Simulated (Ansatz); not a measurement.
Write the native input for Ansatz 0.2.0 that does the following.

```
Task                                : band structure
Functional                          : BLYP
Potentials or basis                 : Ansatz PAW
Cutoff                              : 420 eV (not typed: the program's choice for these potentials)
k mesh                              : 8 × 8 × 8
Occupations                         : fermi-dirac, width 0.05 eV
Spin                                : collinear spin, ferromagnetic start
Starting moments                    : [1.0, 1.0, 1.0, 0.0] μB
Path                                : [["G", "X", "M", "G", "R", "X"], ["M", "R"]]
Points for each segment of the path : 14
```

Crystal: AlNi3.

```
Ni Al
1.0
     3.52305    0.00000    0.00000
     0.00000    3.52305    0.00000
     0.00000    0.00000    3.52305
Ni Al
3 1
Direct
  0.50000 0.50000 0.00000
  0.50000 0.00000 0.50000
  0.00000 0.50000 0.50000
  0.00000 0.00000 0.00000
```

The cell is a database's computed one.

The input as run:

input.yaml

```yaml
crystal:
  lattice:
    - [3.5230547267, 0.0, 0.0]
    - [0.0, 3.5230547267, 0.0]
    - [0.0, 0.0, 3.5230547267]
  atoms:
    - { symbol: Ni, position: [0.5, 0.5, 0.0], spin: 1.0 }
    - { symbol: Ni, position: [0.5, 0.0, 0.5], spin: 1.0 }
    - { symbol: Ni, position: [0.0, 0.5, 0.5], spin: 1.0 }
    - { symbol: Al, position: [0.0, 0.0, 0.0] }
hamiltonian:
  xc: blyp
  pseudopotentials: { kind: paw }
magnetization:
  spin_polarized: true
kpoints:
  mp_grid: { grid: [8, 8, 8] }
  band_path:
    path:
      - [[0.0, 0.0, 0.0], [0.0, 0.5, 0.0], [0.5, 0.5, 0.0], [0.0, 0.0, 0.0], [0.5, 0.5, 0.5], [0.0, 0.5, 0.0]]
      - [[0.5, 0.5, 0.0], [0.5, 0.5, 0.5]]
    npoints: 14
scf:
  occupations: { method: fermi_dirac, width: 0.05 }
  n_extra_bands: 10
output:
  forces: true
  stress: true
  eigenvalues: true
  fatbands: true
```

Potentials or basis: Ansatz PAW.

The run is started by

```bash
$ ansatz run input.yaml --threads 2 --pin off --max-ram 5632MiB --backend cpu --events-out ev --progress --plain --runs-dir out
```

Results of the run:

```yaml
Pressure: 14.6 GPa
Band_gap_on_the_k_mesh: none (metal or under the smearing width)
Net_moment: 0.64 μB per cell
Absolute_moment: 0.79 μB per cell
Site_moments: Ni +0.23; Al -0.01 μB
```

Caveat: the PAW data sets come from PBE, with cores solved anew for the run's functional, which leaves a small shift of forces and pressure.

It took 3.5 s on 2 threads of AMD EPYC 9R45 96-Core Processor (Zen 5), with other jobs on the host, peak memory 0.49 GiB.
